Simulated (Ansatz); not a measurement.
## AsPt: start and end of a relaxation

Recipe of this trial structure of AsPt: random cell by space group and Wyckoff sites (P6/mmm, No. 191). Its size is a rough estimate.

start.cif

```cif
data_structure
_symmetry_space_group_name_H-M 'P 1'
_symmetry_Int_Tables_number 1
_cell_length_a 2.8760
_cell_length_b 2.8760
_cell_length_c 5.9885
_cell_angle_alpha 90.000
_cell_angle_beta 90.000
_cell_angle_gamma 120.000
_cell_volume 42.90
loop_
_atom_site_label
_atom_site_type_symbol
_atom_site_fract_x
_atom_site_fract_y
_atom_site_fract_z
_atom_site_occupancy
As1 As 0.00000 0.00000 0.00000 1
Pt1 Pt 0.00000 0.00000 0.50000 1
```

Theory: DFT PBE, scalar-relativistic, plane waves, PAW in Ansatz 0.2.0. Cutoff 420 eV, Gaussian smearing, Γ-centred meshes. Cell and atoms relax first on a coarse mesh and then on a finer one. In between, the cell is made exact in the group found at 0.06 Å. In metals the finer mesh still leaves noise of several meV/atom or more. The steps can't lower the symmetry of their start. No spin polarisation.

end.cif

```cif
data_structure
_symmetry_space_group_name_H-M 'P 1'
_symmetry_Int_Tables_number 1
_cell_length_a 2.8056
_cell_length_b 2.8056
_cell_length_c 5.0674
_cell_angle_alpha 90.000
_cell_angle_beta 90.000
_cell_angle_gamma 120.000
_cell_volume 34.54
loop_
_atom_site_label
_atom_site_type_symbol
_atom_site_fract_x
_atom_site_fract_y
_atom_site_fract_z
_atom_site_occupancy
As1 As 0.00000 0.00000 0.00000 1
Pt1 Pt 0.00000 0.00000 0.50000 1
```

The symmetry stays P6/mmm (No. 191). The volume per atom shrinks by 19.5 %, from 21.4 to 17.3 Å³. The shortest distance goes from 2.88 Å (As–As and Pt–Pt) to 2.53 Å (As–Pt). The ratio c/a of the conventional cell changes by a factor of 0.87. The energy falls by about 0.44 eV/atom (the start's value is from the coarse mesh).

```json
{
  "Volume per atom": "17.27 Å³",
  "Density": "12.98 g/cm³",
  "Energy over the elements": "0.00 eV/atom",
  "Gap on the 24×24×12 mesh of the 2-atom cell": "0 eV (a metal)"
}
```

The zero of energy is the elements' standard structures at the same level; no fitted shifts are applied. The formation energy is too near zero to say whether this cell lies below the elements.

The last run used Gaussian smearing of 0.10 eV. The k mesh leaves some 4 meV/atom of noise in the energy of each metallic cell. These runs have no spin–orbit coupling, which can matter for Pt. The cell is a metal run without spin; a magnetic state may lie lower. The reference form of As is held partly by dispersion forces, which this level lacks. A structure relaxed within its symmetry needn't be a true minimum. In all, the 3 runs took 3.3 min on 1 thread of Arm Neoverse N1, with other jobs on the host. Another cell of AsPt relaxed alike, in F-43m, lies 138 meV/atom lower, so this cell isn't the stable form at this level.
